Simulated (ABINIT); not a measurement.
Crystal: CoO.

```xyz
2
Lattice="0.0000 2.1315 2.1315 2.1315 0.0000 2.1315 2.1315 2.1315 0.0000" Properties=species:S:1:pos:R:3 pbc="T T T"
Co    0.0000    0.0000    0.0000
O     2.1315    2.1315    2.1315
```

Base run:

| Property | Result |
| --- | --- |
| Program | ABINIT 10.8.3 (patched build) |
| Functional | LDA |
| Potentials or basis | JTH PAW PBE v2.0 |
| Cutoff | 707 eV |
| k mesh | 9 × 9 × 9 |
| Occupations | fermi-dirac, width 0.05 eV |
| Spin | collinear spin, ferromagnetic start |
| Starting moments | [2.0, 0.0] μB |
| Hubbard terms | Co d U = 2 eV |

Its results: band gap on the k mesh none (metal or under the smearing width); pressure -16.8 GPa; net moment 3.00 μB per cell; site moments Co +2.65; O +0.28 μB.

Problem. The run is repeated on the same cell with these changes: hubbard terms from Co d U = 2 eV to Co d U = 0 eV. What comes out?

Solution. Band gap on the k mesh none (metal or under the smearing width); pressure -19.3 GPa; net moment 2.85 μB per cell; site moments Co +2.48; O +0.29 μB.

Caveats: the PAW data sets were made with another functional, which shifts forces and pressure a little; a cell with one magnetic atom can't hold antiferromagnetic order, which such compounds often take.
